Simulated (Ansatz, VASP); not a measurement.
# Two plane-wave programs on InAs

```
In As
1.0
     0.00000    3.05356    3.05356
     3.05356    0.00000    3.05356
     3.05356    3.05356    0.00000
In As
1 1
Direct
  0.25000 0.25000 0.25000
  0.00000 0.00000 0.00000
```

The cell is a database's computed one.

Alike in both runs: task single point; functional LDA; k mesh 6 × 6 × 6; occupations gaussian, width 0.1 eV; no spin polarisation.

|  | VASP | Ansatz |
| --- | --- | --- |
| version | VASP 6.6.1 | Ansatz 0.2.0 |
| potentials or method | VASP PAW LDA potentials, release 64 (In_d, As) | scalar-relativistic, plane waves, PAW |
| plane-wave cutoff (eV) | 520 | 420 |
| valence electrons in the cell | 18 | 28 |

```csv
,VASP,Ansatz,Ansatz less VASP
gap on the k mesh at the Fermi level (eV),none,none,-
pressure (GPa),-2.0,-2.1,-0.12
```

A gap of «none» marks a metal or a gap that the smearing closes. The two sets of potentials don't hold the same shells in valence. Ansatz warned: «pseudo_functional_mismatch».

Caveats: this crystal is a semiconductor, whose small gap the functional closes, so the metal is an error of the method.
